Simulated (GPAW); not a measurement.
Crystal: ZnO (zincite).

```
Zn O
1.0
     3.24931    0.00000    0.00000
    -1.62465    2.81398    0.00000
     0.00000    0.00000    5.20571
Zn O
2 2
Direct
  0.66667 0.33333 0.00000
  0.33333 0.66667 0.50000
  0.33333 0.66667 0.87901
  0.66667 0.33333 0.37901
```

```yaml
Program: GPAW 26.7.0
Task: relaxation of cell and atoms
Functional: PBEsol
Dispersion: D3(BJ)+ATM
Potentials_or_basis: PAW data sets generated in the run's folder for this functional
Cutoff: 800 eV
Basis: pw
k_mesh: 6 × 6 × 4
Occupations: fermi-dirac, width 0.05 eV
Spin: no spin polarisation
```

At the start: pressure -3.6 GPa; volume 11.90 Å³/atom.

How do energy, volume and symmetry change on relaxing?

Over 5 steps the energy falls by 3.4 meV/atom and the volume is 11.61 Å³/atom (-2.4 %); space group P6_3mc (No. 186, to 0.05 Å).

The path:
```tsv
step	energy change (eV)	largest force (eV/Å)	pressure (GPa)	volume (Å³)
1	0.0000	0.0633	-3.59	47.60
2	-0.0031	0.0484	-3.21	47.46
3	-0.0136	0.0547	-0.13	46.45
4	-0.0135	0.0416	-0.18	46.47
5	-0.0138	0.0050	-0.08	46.44
```

Final structure:
```
Zn O
1.0
     3.21942    0.00000    0.00000
    -1.60971    2.78810    0.00000
     0.00000    0.00000    5.17349
Zn O
2 2
Cartesian
  1.6097 0.9294 -0.0033
  0.0000 1.8587 2.5834
  0.0000 1.8587 4.5509
  1.6097 0.9294 1.9641
```

Caveat: later steps reuse the first step's grids.
